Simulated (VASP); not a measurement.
# Si in VASP: notebook

Runs on Si. Level: PBEsol. Tasks: single point, relaxation of the atoms.

Everything below comes from runs of VASP 6.6.1. Logs are shortened: lines on timing, memory, paths and dates and some standing lists are left out, and cuts for length are marked.

### Step 1. The slab as given

The cell holds a slab with vacuum, 10 atoms: a = 3.844 Å, b = 3.844 Å, c = 28.338 Å, α = 90.00°, β = 90.00°, γ = 120.00°.

The slab is cut from a database's or a generator's crystal, which needn't be the stable form of the element.

### Step 2. Single point, PBEsol

INCAR

```
PREC     = Accurate       # precision mode
ENCUT    = 520            # plane-wave cutoff, eV
EDIFF    = 1E-7           # SCF threshold, eV
ISMEAR   = 0              # smearing method
SIGMA    = 0.03           # smearing width, eV
LREAL    = F              # projectors in reciprocal space
LASPH    = T              # aspherical terms in the spheres
NELM     = 80             # most SCF steps
ALGO     = Normal         # electronic algorithm
ISIF     = 2              # what is computed and relaxed
LWAVE    = F              # write WAVECAR
LCHARG   = F              # write CHGCAR
LDIPOL   = T            
IDIPOL   = 3            
DIPOL    = 0.5 0.5 0.500
GGA      = PS             # functional
LVHAR    = T            
LVACPOTAV= T            
ICORELEVEL= 1            
KPAR     = 4
```

KPOINTS

```
regular mesh
0
Gamma
  9 9 1
```

POSCAR

```
Si
1.0
    3.8436175000      0.0000000000      0.0000000000
   -1.9218087500      3.3286704000      0.0000000000
    0.0000000000      0.0000000000     28.3377773300
Si
10
Direct
    0.3333333300      0.6666666700      0.2646643700
    0.0000000000      0.0000000000      0.2923509200
    0.0000000000      0.0000000000      0.3754105500
    0.6666666700      0.3333333300      0.4030970900
    0.6666666700      0.3333333300      0.4861567300
    0.3333333300      0.6666666700      0.5138432700
    0.3333333300      0.6666666700      0.5969029100
    0.0000000000      0.0000000000      0.6245894500
    0.0000000000      0.0000000000      0.7076490800
    0.6666666700      0.3333333300      0.7353356300
```

Potentials or basis: VASP PAW PBE potentials, release 64 (Si).

Run with:

```console
$ cat potpaw_PBE.64/Si/POTCAR > POTCAR
$ mpirun -np 4 vasp_std > vasp.out
```

OUTCAR:

```text
PREC = Accurate
   ENCUT = 520
   EDIFF = 1E-7
   ISMEAR = 0
   LREAL = F
   LASPH = T
   NELM = 80
   ISIF = 2
   GGA = PS

 ion  position               nearest neighbor table
   1  0.333  0.667  0.265-   2 2.35   2 2.35   2 2.35
   2  0.000  0.000  0.292-   3 2.35   1 2.35   1 2.35   1 2.35
   3  0.000  0.000  0.375-   2 2.35   4 2.35   4 2.35   4 2.35
   4  0.667  0.333  0.403-   3 2.35   3 2.35   3 2.35   5 2.35
   5  0.667  0.333  0.486-   6 2.35   6 2.35   6 2.35   4 2.35
   6  0.333  0.667  0.514-   5 2.35   5 2.35   5 2.35   7 2.35
   7  0.333  0.667  0.597-   8 2.35   8 2.35   8 2.35   6 2.35
   8  0.000  0.000  0.625-   9 2.35   7 2.35   7 2.35   7 2.35
   9  0.000  0.000  0.708-   8 2.35  10 2.35  10 2.35  10 2.35
  10  0.667  0.333  0.735-   9 2.35   9 2.35   9 2.35

  LATTYP: Found a hexagonal cell.
 ALAT       =     3.8436175000
 C/A-ratio  =     7.3726840223

  Lattice vectors:

 A1 = (   3.8436175000,   0.0000000000,   0.0000000000)
 A2 = (  -1.9218087500,   3.3286704000,   0.0000000000)
 A3 = (   0.0000000000,   0.0000000000,  28.3377773300)

Analysis of symmetry for initial positions (statically):
=====================================================================
 Subroutine PRICEL returns:
 Original cell was already a primitive cell.

 Routine SETGRP: Setting up the symmetry group for a
 hexagonal supercell.

 Subroutine GETGRP returns: Found 12 space group operations
 (whereof 12 operations were pure point group operations)
 out of a pool of 24 trial point group operations.

The static configuration has the point symmetry D_3d.

Analysis of symmetry for dynamics (positions and initial velocities):
=====================================================================
 Subroutine PRICEL returns:
 Original cell was already a primitive cell.

 Routine SETGRP: Setting up the symmetry group for a
 hexagonal supercell.

 Subroutine GETGRP returns: Found 12 space group operations
 (whereof 12 operations were pure point group operations)
 out of a pool of 24 trial point group operations.

The dynamic configuration has the point symmetry D_3d.

 Subroutine INISYM returns: Found 12 space group operations
 (whereof 12 operations are pure point group operations),
 and found     1 'primitive' translations

----------------------------------------------------------------------------------------

                                     Primitive cell

  volume of cell :     362.5574

  direct lattice vectors                    reciprocal lattice vectors
     3.843617500  0.000000000  0.000000000     0.260171570  0.150210126  0.000000000
    -1.921808750  3.328670400  0.000000000     0.000000000  0.300420252  0.000000000
     0.000000000  0.000000000 28.337777330     0.000000000  0.000000000  0.035288583

  length of vectors
     3.843617500  3.843617502 28.337777330     0.300420252  0.300420252  0.035288583

  position of ions in fractional coordinates (direct lattice)
     0.333333330  0.666666670  0.264664370
     0.000000000  0.000000000  0.292350920
     0.000000000  0.000000000  0.375410550
     0.666666670  0.333333330  0.403097090
     0.666666670  0.333333330  0.486156730
     0.333333330  0.666666670  0.513843270
     0.333333330  0.666666670  0.596902910
     0.000000000  0.000000000  0.624589450
     0.000000000  0.000000000  0.707649080
     0.666666670  0.333333330  0.735335630

  ion indices of the primitive-cell ions
   primitive index   ion index
                 1           1
                 2           2
                 3           3
                 4           4
                 5           5
                 6           6
                 7           7
                 8           8
                 9           9
                10          10

----------------------------------------------------------------------------------------

 KPOINTS: regular mesh

Automatic generation of k-mesh.
 Grid dimensions read from file:
 generate k-points for:    9    9    1

 Generating k-lattice:

  Cartesian coordinates                     Fractional coordinates (reciprocal lattice)
     0.028907952  0.016690014  0.000000000     0.111111111  0.000000000  0.000000000
     0.000000000  0.033380028  0.000000000     0.000000000  0.111111111  0.000000000
     0.000000000  0.000000000  0.035288583     0.000000000  0.000000000  1.000000000

  Length of vectors
     0.033380028  0.033380028  0.035288583

  Shift w.r.t. Gamma in fractional coordinates (k-lattice)
     0.000000000  0.000000000  0.000000000

 Subroutine IBZKPT returns following result:
 ===========================================

 Found     12 irreducible k-points:

 Following reciprocal coordinates:
            Coordinates               Weight
  0.000000  0.000000  0.000000      1.000000
  0.111111  0.000000  0.000000      6.000000
  0.222222  0.000000  0.000000      6.000000
  0.333333 -0.000000  0.000000      6.000000
  0.444444  0.000000  0.000000      6.000000
  0.111111  0.111111  0.000000      6.000000
  0.222222  0.111111  0.000000     12.000000
  0.333333  0.111111  0.000000     12.000000
  0.444444  0.111111  0.000000      6.000000
  0.222222  0.222222  0.000000      6.000000
  0.333333  0.222222  0.000000     12.000000
  0.333333  0.333333  0.000000      2.000000
   k-points           NKPTS =     12   k-points in BZ     NKDIM =     12   number of bands    NBANDS=     26
   number of dos      NEDOS =    301   number of ions     NIONS =     10
   total plane-waves  NPLWV = 194400
   dimension x,y,z NGX =    30 NGY =   30 NGZ =  216
   dimension x,y,z NGXF=    60 NGYF=   60 NGZF=  432
   ions per type =              10
   NGX,Y,Z   is equivalent  to a cutoff of  12.98, 12.98, 12.67 a.u.
   NGXF,Y,Z  is equivalent  to a cutoff of  25.95, 25.95, 25.34 a.u.
 SYSTEM =  unknown system
   PREC   = accura    normal or accurate (medium, high low for compatibility)
   ISTART =      0    job   : 0-new  1-cont  2-samecut
   ICHARG =      2    charge: 1-file 2-atom 10-const
   ISPIN  =      1    spin polarized calculation?
   LNONCOLLINEAR =      F non collinear calculations
   LSORBIT =      F    spin-orbit coupling
   LASPH  =      T    aspherical Exc in radial PAW
   ENCUT  =  520.0 eV  38.22 Ry    6.18 a.u.   7.15  7.15 52.69*2*pi/ulx,y,z
   NELM   =     80;   NELMIN=  2; NELMDL= -5     # of ELM steps
   EDIFF  = 0.1E-06   stopping-criterion for ELM
   LREAL  =      F    real-space projection
   EDIFFG = 0.1E-05   stopping-criterion for IOM
   NSW    =      0    number of steps for IOM
   IBRION =     -1    ionic relax: 0-MD 1-quasi-New 2-CG
   NFREE  =      0    steps in history (QN), initial steepest desc. (CG)
   ISIF   =      2    stress and relaxation
   ISYM   =      2    0-nonsym 1-usesym 2-fastsym
   POTIM  = 0.5000    time-step for ionic-motion
   TEBEG  =    0.0;   TEEND  =   0.0 temperature during run
   PSTRESS=    0.0 pullay stress
   NELECT =      40.0000    total number of electrons
   NUPDOWN=      -1.0000    fix difference up-down
   EMIN   =  10.00;   EMAX   =-10.00  energy-range for DOS
   EFERMI =   0.00;   METHOD = LEGACY
   ISMEAR =     0;   SIGMA  =   0.03  broadening in eV -4-tet -1-fermi 0-gaus
   EFERMI_NEDOS =   21; number of points for ismear=-14 and -15
   IALGO  =     38    algorithm
   IMIX   =      4    mixing-type and parameters
     AMIX     =   0.40;   BMIX     =  1.00
     AMIX_MAG =   1.60;   BMIX_MAG =  1.00
  volume/ion in A,a.u.               =      36.26       244.67
  Fermi-wavevector in a.u.,A,eV,Ry     =   0.785180  1.483775  8.388096  0.616508
  Thomas-Fermi vector in A             =   1.889464
   LORBIT       =      0    0 simple, 1 ext, 2 COOP (PROOUT), +10 PAW based schemes
   GGA     = PS    functional components
   LHFCALC =     F    Hartree Fock is set to
   AEXX    =    0.0000 exact exchange contribution
   IVDW    =     0    specifies the selected vdW correction
   LEPSILON=     F    determine dielectric tensor
   LRPA    =     F    only Hartree local field effects (RPA)
 non-spin polarized calculation
 Gauss-broadening in eV      SIGMA  =   0.03
  energy-cutoff  :      520.00
  volume of cell :      362.56
 maximum number of plane-waves:      9819
 NGX is ok and might be reduce to    30
   NGX = 15   NGY = 15   NGZ =105

 dipolmoment           0.000000      0.000000     -0.000000 electrons x Angstroem

 number of electron      40.0000002 magnetization

 dipolmoment           0.000000      0.000000      0.000000 electrons x Angstroem

 Free energy of the ion-electron system (eV)
  ---------------------------------------------------
  ext. energy  EPLUGINS =         0.00000000
  ---------------------------------------------------
  free energy    TOTEN  =       -54.67028528 eV

  energy without entropy =      -54.66467605  energy(sigma->0) =      -54.66748067

 the core state eigenenergies are
   1-  1s  -1778.6093  2s   -132.5317  2p    -88.5633
   2-  1s  -1778.6309  2s   -132.5947  2p    -88.6216
   3-  1s  -1778.9818  2s   -132.9372  2p    -88.9650
   4-  1s  -1778.7844  2s   -132.7950  2p    -88.8189
   5-  1s  -1778.9050  2s   -132.9038  2p    -88.9285
   6-  1s  -1778.9050  2s   -132.9038  2p    -88.9285
   7-  1s  -1778.7844  2s   -132.7950  2p    -88.8189
   8-  1s  -1778.9818  2s   -132.9372  2p    -88.9650
   9-  1s  -1778.6309  2s   -132.5947  2p    -88.6216
  10-  1s  -1778.6093  2s   -132.5317  2p    -88.5633

 E-fermi :   1.0399     XC(G=0):  -5.7926

 val. band max:        1.0383245683   @ k =   0.4444   0.0000   0.0000
 cond. band min:       1.0583443186   @ k =   0.3333   0.1111   0.0000
 fundamental gap:      0.0200197503
 Fermi energy:         1.0399469219

 k-point     1 :       0.0000    0.0000    0.0000
  band No.  band energies     occupation
      1     -10.9073      2.00000
      2     -10.4653      2.00000
      3      -9.8912      2.00000
      4      -9.2042      2.00000
      5      -8.7666      2.00000
      6      -5.5261      2.00000
[... 18 lines left out ...]
     25       3.7133      0.00000
     26       3.7134      0.00000
[... 296 lines left out ...]
      4      -7.5987      2.00000
      5      -6.0873      2.00000
      6      -6.0873      2.00000
[... 18 lines left out ...]
     25       4.4970      0.00000
     26       4.5625      0.00000

------------------------ aborting loop because EDIFF is reached ----------------------------------------

  FORCE on cell =-STRESS in cart. coord.  units (eV):
  Direction    XX          YY          ZZ          XY          YZ          ZX
  --------------------------------------------------------------------------------------
  -------------------------------------------------------------------------------------
  Total       -0.5344790     -0.5344790     -1.0700217     -0.0000000      0.0000000      0.0000000
  in kB       -2.3619162     -2.3619162     -4.7285328     -0.0000000      0.0000000      0.0000000
  external PRESSURE =      -3.1507884 kB  Pullay stress =       0.0000000 kB

 VOLUME and BASIS-vectors are now :
 -----------------------------------------------------------------------------
  energy-cutoff  :      520.00
  volume of cell :      362.56
      direct lattice vectors                 reciprocal lattice vectors
     3.843617500  0.000000000  0.000000000     0.260171570  0.150210126  0.000000000
    -1.921808750  3.328670400  0.000000000     0.000000000  0.300420252  0.000000000
     0.000000000  0.000000000 28.337777330     0.000000000  0.000000000  0.035288583

 POSITION                                       TOTAL-FORCE (eV/Angst)
 -----------------------------------------------------------------------------------
     -0.00000      2.21911      7.50000         0.000000     -0.000000      0.728427
      0.00000      0.00000      8.28458         0.000000     -0.000000     -0.759154
      0.00000      0.00000     10.63830        -0.000000      0.000000      0.159609
      1.92181      1.10956     11.42288        -0.000000      0.000000     -0.166161
      1.92181      1.10956     13.77660        -0.000000      0.000000      0.076204
     -0.00000      2.21911     14.56118         0.000000     -0.000000     -0.076204
     -0.00000      2.21911     16.91490         0.000000      0.000000      0.166161
      0.00000      0.00000     17.69948         0.000000     -0.000000     -0.159609
      0.00000      0.00000     20.05320        -0.000000      0.000000      0.759154
      1.92181      1.10956     20.83778        -0.000000      0.000000     -0.728427
 -----------------------------------------------------------------------------------
    total drift:                                0.000000     -0.000000      0.000000

  FREE ENERGIE OF THE ION-ELECTRON SYSTEM (eV)
  ---------------------------------------------------
  free  energy   TOTEN  =       -54.6702852806 eV

  energy  without entropy=      -54.6646760513  energy(sigma->0) =      -54.66748067

 vacuum level on the upper side and lower side of the slab         5.813         5.813
```

It took 48 s on 4 MPI ranks of AMD EPYC 9R45 (Zen 5), shared host; peak memory 0.47 GiB.

Results:

| Quantity | Value |
| --- | --- |
| Free energy | -54.6703 eV |
| Largest force | 0.759 eV/Å |
| Band gap on the k mesh | none (metal or under the smearing width) |
| Work function of the upper face | 4.77 eV |
| Work function of the lower face | 4.77 eV |

Forces in eV/Å, atoms in the order of the input:
```
Si   0.000  0.000  0.728
Si   0.000  0.000 -0.759
Si   0.000  0.000  0.160
Si   0.000  0.000 -0.166
Si   0.000  0.000  0.076
Si   0.000  0.000 -0.076
Si   0.000  0.000  0.166
Si   0.000  0.000 -0.160
Si   0.000  0.000  0.759
Si   0.000  0.000 -0.728
```

Core levels (eV, on the scale of the bands):
| atom | levels |
| --- | --- |
| 1 Si | 1s -1778.6, 2s -132.5, 2p -88.6 |
| 2 Si | 1s -1778.6, 2s -132.6, 2p -88.6 |
| 3 Si | 1s -1779.0, 2s -132.9, 2p -89.0 |
| 4 Si | 1s -1778.8, 2s -132.8, 2p -88.8 |
| 5 Si | 1s -1778.9, 2s -132.9, 2p -88.9 |
| 6 Si | 1s -1778.9, 2s -132.9, 2p -88.9 |

Caveat: the PAW data sets were made with another functional, which shifts forces and pressure a little.

[end of part 1 of 2]
